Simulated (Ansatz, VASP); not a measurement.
**Two plane-wave programs on Cu**

```
Cu
1.0
     2.53076    0.00000    0.00000
    -1.26538    2.19171    0.00000
     0.00000    0.00000    8.26182
Cu
4
Direct
  0.66667 0.33333 0.75000
  0.00000 0.00000 0.50000
  0.33333 0.66667 0.25000
  0.00000 0.00000 0.00000
```

This isn't the form of Cu at room conditions, which is fcc.

Alike in both runs: functional PBEsol; k mesh 12 × 12 × 4; occupations fermi-dirac, width 0.05 eV; no spin polarisation.

|  | VASP | Ansatz |
| --- | --- | --- |
| version | VASP 6.6.1 | Ansatz 0.2.0 |
| potentials or method | VASP PAW PBE potentials, release 64 (Cu) | Ansatz PAW |
| plane-wave cutoff (eV) | 520 | 420 |
| valence electrons in the cell | 44 | 76 |
| task | single point | band structure |

Ansatz gave:

```
gap on the k mesh at the Fermi level (eV)       : none
pressure (GPa)                                  : -1.9
largest component of the traceless stress (GPa) : 0.31
```

**Question.** What did VASP give for the same quantities?

**Answer.** gap on the k mesh at the Fermi level (eV): none; pressure (GPa): -0.7; largest component of the traceless stress (GPa): 0.33.

A gap of «none» marks a metal or a gap that the smearing closes. The two sets of potentials don't hold the same shells in valence.

Caveats: the PAW data sets were made with another functional, which shifts forces and pressure a little (VASP); the PAW data sets come from PBE, with cores solved anew for the run's functional, which leaves a small shift of forces and pressure (Ansatz).
